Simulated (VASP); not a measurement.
Crystal: InP.

```
CELL_PARAMETERS angstrom
0.00000 2.93050 2.93050
2.93050 0.00000 2.93050
2.93050 2.93050 0.00000
ATOMIC_POSITIONS crystal
In 0.00000 0.00000 0.00000
P 0.25000 0.25000 0.25000
```

| Property | Result |
| --- | --- |
| Program | VASP 6.6.1 |
| Task | relaxation of cell and atoms |
| Functional | PBE |
| Potentials or basis | VASP PAW PBE potentials, release 64 (In_d, P) |
| Cutoff | 600 eV |
| k mesh | 8 × 8 × 8 |
| Occupations | gaussian, width 0.03 eV |
| Spin | no spin polarisation |

At the start: pressure 3.3 GPa; volume 25.17 Å³/atom.

Task: How do energy, volume and symmetry change on relaxing?

Result: Over 3 steps the energy falls by 12.5 meV/atom and the volume is 26.44 Å³/atom (+5.1 %); space group F-43m (No. 216, to 0.05 Å).

Step by step:
| step | energy change (eV) | largest force (eV/Å) | pressure (GPa) | volume (Å³) |
| --- | --- | --- | --- | --- |
| 1 | 0.0000 | 0.0000 | 3.30 | 50.33 |
| 2 | -0.0192 | 0.0000 | -1.39 | 54.20 |
| 3 | -0.0251 | 0.0000 | 0.01 | 52.88 |

Final structure:
```
CELL_PARAMETERS angstrom
0.00000 2.97915 2.97915
2.97915 0.00000 2.97915
2.97915 2.97915 0.00000
ATOMIC_POSITIONS crystal
In 0.00000 0.00000 0.00000
P 0.25000 0.25000 0.25000
```
